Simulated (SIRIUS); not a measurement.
## Rh in SIRIUS: the effect of functional

The system is Rh.

```
CELL_PARAMETERS angstrom
0.00000 1.89785 1.89785
1.89785 0.00000 1.89785
1.89785 1.89785 0.00000
ATOMIC_POSITIONS crystal
Rh 0.00000 0.00000 0.00000
```

Alike in all runs:

* Program: SIRIUS 7.10.0
* Task: single point
* Potentials or basis: PseudoDojo 0.4.1 PBE standard (scalar relativistic)
* Cutoff: 1202 eV
* Density cutoff: 4809 eV
* k mesh: 12 × 12 × 12
* Occupations: fermi-dirac, width 0.05 eV
* Spin: no spin polarisation

Q: One run gave: pressure -5.0 GPa. Which functional did it use?
A. PBE
B. BLYP
C. revPBE
D. PW91
E. AM05

A: E.

```tsv
functional	pressure (GPa)
LDA	-9.2
PBE	7.6
PBEsol	-3.3
RPBE	12.2
revPBE	10.9
BLYP	21.8
PW91	8.1
AM05	-5.0
N12	2.6
HCTH407	1.3
RGE2	-1.2
```

Caveats: the potentials were made for another functional, which shifts forces and pressure (some runs).
